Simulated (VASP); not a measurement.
# Sn in VASP: relaxing the cell with several functionals, part 2 of 3

VASP 6.6.1, plane waves, PAW. The steps go on from the part before.

### 3 Relaxing with PBEsol

Input file INCAR:

```
ENCUT = 600.000000
SIGMA = 0.020000
EDIFF = 1.00e-07
EDIFFG = -5.00e-03
GGA = PS
PREC = Accurate
IBRION = 2
ISIF = 3
ISMEAR = -1
NBANDS = 21
NELM = 120
NSW = 40
LASPH = .TRUE.
LCHARG = .FALSE.
LWAVE = .FALSE.
LREAL = .FALSE.
```

Input file KPOINTS:

```
KPOINTS created by Atomic Simulation Environment
0
Gamma
6 6 6
0 0 0
```

Input file POSCAR:

```
Sn
 1.0000000000000000
     0.0000000000000000    3.3291267655712278    3.3291267655712278
     3.3291267655712278    0.0000000000000000    3.3291267655712278
     3.3291267655712278    3.3291267655712278   -0.0000000000000000
 Sn
   2
Cartesian
 -0.0000000000000000 -0.0000000000000000 -0.0000000000000000
  1.6645633827856139  1.6645633827856139  1.6645633827856139
```

OSZICAR:

```text
N       E                     dE             d eps       ncg     rms          rms(c)
DAV:   1     0.239132398183E+03    0.23913E+03   -0.15507E+04   697   0.202E+03
DAV:   2     0.198049663479E+02   -0.21933E+03   -0.21421E+03   672   0.484E+02
DAV:   3    -0.750544060038E+01   -0.27310E+02   -0.27094E+02   777   0.148E+02
DAV:   4    -0.845649666750E+01   -0.95106E+00   -0.95072E+00   757   0.304E+01
DAV:   5    -0.849422247879E+01   -0.37726E-01   -0.37725E-01  1043   0.574E+00    0.291E+00
DAV:   6    -0.843432843073E+01    0.59894E-01   -0.35857E-02   895   0.261E+00    0.167E+00
DAV:   7    -0.840554803147E+01    0.28780E-01   -0.47146E-02   814   0.242E+00    0.163E-01
DAV:   8    -0.840649043999E+01   -0.94241E-03   -0.70050E-03   732   0.990E-01    0.516E-02
DAV:   9    -0.840681360011E+01   -0.32316E-03   -0.43658E-04   864   0.163E-01    0.129E-02
DAV:  10    -0.840682080502E+01   -0.72049E-05   -0.15570E-05   848   0.285E-02    0.580E-03
DAV:  11    -0.840682331762E+01   -0.25126E-05   -0.35508E-06   750   0.995E-03    0.607E-04
DAV:  12    -0.840682332613E+01   -0.85070E-08   -0.10578E-07   664   0.229E-03
   1 F= -.84068233E+01 E0= -.84065237E+01  d E =-.840682E+01
       N       E                     dE             d eps       ncg     rms          rms(c)
DAV:   1    -0.980869081533E+01   -0.14019E+01   -0.26143E+01   787   0.732E+01    0.634E+00
DAV:   2    -0.868116444972E+01    0.11275E+01   -0.19989E+00   845   0.227E+01    0.274E+00
DAV:   3    -0.844352093862E+01    0.23764E+00   -0.62170E-01   900   0.118E+01    0.440E-01
DAV:   4    -0.843052276102E+01    0.12998E-01   -0.27320E-02   712   0.171E+00    0.963E-02
DAV:   5    -0.842985734557E+01    0.66542E-03   -0.13965E-03   991   0.284E-01    0.445E-02
DAV:   6    -0.842978250823E+01    0.74837E-04   -0.12703E-04   697   0.124E-01    0.211E-02
DAV:   7    -0.842977675646E+01    0.57518E-05   -0.13617E-05   872   0.243E-02    0.415E-03
DAV:   8    -0.842977936453E+01   -0.26081E-05   -0.26158E-06   574   0.988E-03    0.171E-03
DAV:   9    -0.842977881456E+01    0.54998E-06   -0.12432E-07   640   0.342E-03    0.745E-04
DAV:  10    -0.842977863110E+01    0.18346E-06   -0.24736E-08   391   0.193E-03    0.162E-04
DAV:  11    -0.842977866882E+01   -0.37726E-07   -0.15910E-08   381   0.169E-03
   2 F= -.84297787E+01 E0= -.84295202E+01  d E =-.229553E-01
       N       E                     dE             d eps       ncg     rms          rms(c)
DAV:   1    -0.848419473069E+01   -0.54416E-01   -0.11005E+00   802   0.166E+01    0.122E+00
DAV:   2    -0.844189247788E+01    0.42302E-01   -0.69253E-02   861   0.417E+00    0.548E-01
DAV:   3    -0.843197220121E+01    0.99203E-02   -0.28631E-02   895   0.253E+00    0.752E-02
DAV:   4    -0.843147298256E+01    0.49922E-03   -0.13344E-03   784   0.430E-01    0.234E-02
DAV:   5    -0.843141816415E+01    0.54818E-04   -0.69882E-05  1003   0.853E-02    0.980E-03
DAV:   6    -0.843141217173E+01    0.59924E-05   -0.84227E-06   717   0.377E-02    0.498E-03
DAV:   7    -0.843141071412E+01    0.14576E-05   -0.43082E-07   649   0.434E-03    0.119E-03
DAV:   8    -0.843141063930E+01    0.74822E-07   -0.10252E-07   566   0.294E-03
   3 F= -.84314106E+01 E0= -.84311523E+01  d E =-.245873E-01
```

From OUTCAR:

```text
k-points           NKPTS =     16   k-points in BZ     NKDIM =     16   number of bands    NBANDS=     21

   NELECT =      28.0000    total number of electrons

   dimension x,y,z NGX =    40 NGY =   40 NGZ =   40
   dimension x,y,z NGXF=    80 NGYF=   80 NGZF=   80

  energy-cutoff  :      600.00
  volume of cell :       69.98
      direct lattice vectors                 reciprocal lattice vectors
     0.000000000  3.270783592  3.270783592    -0.152868567  0.152868567  0.152868567
     3.270783592  0.000000000  3.270783592     0.152868567 -0.152868567  0.152868567
     3.270783592  3.270783592  0.000000000     0.152868567  0.152868567 -0.152868567

 k-points in reciprocal lattice and weights: KPOINTS created by Atomic Simulation Env
   0.00000000  0.00000000  0.00000000       0.005
   0.16666667  0.00000000  0.00000000       0.037
   0.33333333  0.00000000  0.00000000       0.037
   0.50000000  0.00000000  0.00000000       0.019
   0.16666667  0.16666667  0.00000000       0.028
   0.33333333  0.16666667  0.00000000       0.111
   0.50000000  0.16666667  0.00000000       0.111
  -0.33333333  0.16666667  0.00000000       0.111
[... 8 more k-points ...]

 E-fermi :   5.1368

 k-point     1 :       0.0000    0.0000    0.0000
  band No.  band energies     occupation
      1     -16.3047      2.00000
      2     -16.3047      2.00000
      3     -16.3047      2.00000
      4     -16.2478      2.00000
      5     -16.2478      2.00000
      6     -15.9551      2.00000
      7     -15.9551      2.00000
      8     -15.9551      2.00000
      9     -15.9485      2.00000
     10     -15.9485      2.00000
     11      -5.2271      2.00000
     12       4.3884      2.00000
     13       5.3325      0.00011
     14       5.3325      0.00011
     15       5.3325      0.00011
     16       7.3898      0.00000
     17       7.3898      0.00000
     18       7.3898      0.00000
     19      10.0873      0.00000
     20      13.1547      0.00000
     21      13.1547      0.00000

 k-point     2 :       0.1667    0.0000    0.0000
  band No.  band energies     occupation
      1     -16.3199      2.00000
      2     -16.3199      2.00000
      3     -16.2985      2.00000
      4     -16.2256      2.00000
      5     -16.2256      2.00000
      6     -15.9846      2.00000
      7     -15.9846      2.00000
      8     -15.9628      2.00000
      9     -15.9232      2.00000
     10     -15.9232      2.00000
     11      -4.9666      2.00000
     12       2.3937      2.00000
     13       4.9030      1.99998
     14       4.9030      1.99998
     15       5.7045      0.00000
     16       7.9402      0.00000
     17       7.9402      0.00000
     18       8.4934      0.00000
     19      11.2198      0.00000
     20      12.0984      0.00000
     21      12.0984      0.00000

 k-point     3 :       0.3333    0.0000    0.0000
  band No.  band energies     occupation
      1     -16.3348      2.00000
      2     -16.3348      2.00000
      3     -16.2856      2.00000
      4     -16.1990      2.00000
      5     -16.1990      2.00000
      6     -16.0070      2.00000
      7     -16.0070      2.00000
      8     -15.9788      2.00000
      9     -15.9071      2.00000
     10     -15.9071      2.00000
     11      -4.2524      2.00000
     12       0.1543      2.00000
     13       4.3637      2.00000
     14       4.3637      2.00000
     15       5.3092      0.00036
     16       8.4233      0.00000
     17       8.4233      0.00000
     18      10.7426      0.00000
     19      11.2621      0.00000
     20      12.5028      0.00000
     21      12.5028      0.00000

[... the tables of k-points 4 to 16 left out ...]

  Total        0.0099271      0.0099271      0.0099271      0.0000000      0.0000000     -0.0000000
  in kB        0.2272724      0.2272724      0.2272724      0.0000000      0.0000000     -0.0000000
  external PRESSURE =       0.2272724 kB  Pullay stress =       0.0000000 kB

 POSITION                                       TOTAL-FORCE (eV/Angst)
 -----------------------------------------------------------------------------------
      0.00000      0.00000      0.00000        -0.000000     -0.000000     -0.000000
      1.63539      1.63539      1.63539         0.000000      0.000000      0.000000
 -----------------------------------------------------------------------------------
    total drift:                               -0.000000      0.000000      0.000000

  FREE ENERGIE OF THE ION-ELECTRON SYSTEM (eV)
  ---------------------------------------------------
  free  energy   TOTEN  =        -8.4314106393 eV

  energy  without entropy=       -8.4308939829  energy(sigma->0) =       -8.43115231
```

CONTCAR

```
Sn
   1.00000000000000
     0.0000000000000000    3.2707835920955497    3.2707835920955497
     3.2707835920955497    0.0000000000000000    3.2707835920955497
     3.2707835920955497    3.2707835920955497    0.0000000000000000
  Sn
     2
Direct
     0.0000000000000000    0.0000000000000000    0.0000000000000000
     0.2500000000000000    0.2500000000000000    0.2500000000000000

  0.00000000E+00  0.00000000E+00  0.00000000E+00
  0.00000000E+00  0.00000000E+00  0.00000000E+00
```

```
                       before   after   change
                a (Å)   6.658   6.542  -1.75 %
     volume (Å³/atom)  36.897  34.991  -5.17 %
shortest distance (Å)   2.883   2.833  -1.75 %
          space group   Fd-3m   Fd-3m     same
```

[end of part 2 of 3]
